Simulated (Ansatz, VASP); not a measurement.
# Ag2O in VASP and in Ansatz

Contents of INCAR:

```
PREC = Accurate ; ENCUT = 520
EDIFF = 1E-7 ; ISMEAR = -1
SIGMA = 0.05 ; LREAL = False
LASPH = True ; NELM = 60
ALGO = Normal ; ISIF = 2
LWAVE = False ; LCHARG = False
GGA = PS ; NBANDS = 37
KPAR = 2
```

KPOINTS

```
regular mesh
0
Gamma
  6 6 6
```

File POSCAR:

```
Ag2O
1.0
    4.8105332962      0.0000000000      0.0000000000
    0.0000000000      4.8105332962      0.0000000000
    0.0000000000      0.0000000000      4.8105332962
Ag O
4 2
Direct
    0.7500000000      0.2500000000      0.7500000000
    0.7500000000      0.7500000000      0.2500000000
    0.2500000000      0.7500000000      0.7500000000
    0.2500000000      0.2500000000      0.2500000000
    0.5000000000      0.5000000000      0.5000000000
    0.0000000000      0.0000000000      0.0000000000
```

The input input.yaml:

```yaml
crystal:
  lattice:
    - [4.8105332962, 0.0, 0.0]
    - [0.0, 4.8105332962, 0.0]
    - [0.0, 0.0, 4.8105332962]
  atoms:
    - { symbol: Ag, position: [0.75, 0.25, 0.75] }
    - { symbol: Ag, position: [0.75, 0.75, 0.25] }
    - { symbol: Ag, position: [0.25, 0.75, 0.75] }
    - { symbol: Ag, position: [0.25, 0.25, 0.25] }
    - { symbol: O, position: [0.5, 0.5, 0.5] }
    - { symbol: O, position: [0.0, 0.0, 0.0] }
hamiltonian:
  xc: pbesol
  pseudopotentials: { kind: paw }
kpoints:
  mp_grid: { grid: [6, 6, 6] }
scf:
  occupations: { method: fermi_dirac, width: 0.05 }
output:
  forces: true
  stress: true
  eigenvalues: true
```

Change from the starting cell: volume scaled by 1.06.

Alike in both runs: task single point; functional PBEsol; k mesh 6 × 6 × 6; occupations fermi-dirac, width 0.05 eV; no spin polarisation.

|  | VASP | Ansatz |
| --- | --- | --- |
| version | VASP 6.6.1 | Ansatz 0.2.0 |
| potentials or method | VASP PAW PBE potentials, release 64 (Ag, O) | Ansatz PAW |
| plane-wave cutoff (eV) | 520 | 420 |
| valence electrons in the cell | 56 | 88 |

|  | VASP | Ansatz | Ansatz less VASP |
| --- | --- | --- | --- |
| gap on the k mesh at the Fermi level (eV) | none | none | - |
| pressure (GPa) | -5.0 | -4.8 | +0.14 |

A gap of «none» marks a metal or a gap that the smearing closes. The functional is the same, so the differences come from potentials, cutoffs and numerics. The two sets of potentials don't hold the same shells in valence.

Caveats: the PAW data sets were made with another functional, which shifts forces and pressure a little (VASP); the PAW data sets come from PBE, with cores solved anew for the run's functional, which leaves a small shift of forces and pressure (Ansatz).
